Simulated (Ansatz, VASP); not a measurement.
## Two plane-wave programs on CuH5

```
CELL_PARAMETERS angstrom
0.00000 2.43158 2.43158
2.43158 0.00000 2.43158
2.43158 2.43158 0.00000
ATOMIC_POSITIONS crystal
Cu 0.00000 0.00000 0.00000
H 0.39877 0.39877 0.80368
H 0.39877 0.80368 0.39877
H 0.80368 0.39877 0.39877
H 0.39877 0.39877 0.39877
H 0.75000 0.75000 0.75000
```

Change from the starting cell: species swapped into the Be5Au type (F-43m, No. 216).

Alike in both runs: task relaxation of cell and atoms; functional PBE; k mesh 14 × 14 × 14; occupations gaussian, width 0.1 eV; no spin polarisation.

```csv
,VASP,Ansatz
version,VASP 6.6.1,Ansatz 0.2.0
potentials or method,"VASP PAW PBE potentials, release 64 (Cu, H)","scalar-relativistic, plane waves, PAW"
plane-wave cutoff (eV),600,420
valence electrons in the cell,16,24
```

|  | VASP | Ansatz | Ansatz less VASP |
| --- | --- | --- | --- |
| gap on the k mesh at the Fermi level, each at its own relaxed structure (eV) | none | none | - |
| relaxed volume (Å³/atom) | 4.78 | 4.78 | +0.008 |
| relaxed cell length with the largest relative difference (Å) | 3.435 | 3.437 | +0.0020 |

A gap of «none» marks a metal or a gap that the smearing closes. The two sets of potentials don't hold the same shells in valence.
